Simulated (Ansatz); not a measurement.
Crystal: C.

```
CELL_PARAMETERS angstrom
0.00000 1.78337 1.78337
1.78337 0.00000 1.78337
1.78337 1.78337 0.00000
ATOMIC_POSITIONS crystal
C 0.75000 0.75000 0.75000
C 0.50000 0.50000 0.50000
```

This isn't the form of C at room conditions, which is graphite.

Base run:

```yaml
Program: Ansatz 0.2.0
Functional: PBEsol
Potentials_or_basis: Ansatz PAW
Cutoff: "420 eV (not typed: the program's choice for these potentials)"
k_mesh: 13 × 13 × 13
Occupations: fermi-dirac, width 0.05 eV
Spin: no spin polarisation
```

Its results: band gap on the k mesh 4.02 eV, indirect (least direct gap 5.54 eV); pressure -4.8 GPa.

Task: The run is repeated on the same cell with these changes: functional from PBEsol to SVWN5. What comes out?

Result: Band gap on the k mesh 4.12 eV, indirect (least direct gap 5.54 eV); pressure -13.4 GPa.

SVWN5 binds more tightly than PBEsol, so the same cell stands under less pressure.

Caveats: the PAW data sets come from PBE, with cores solved anew for the run's functional, which leaves a small shift of forces and pressure.
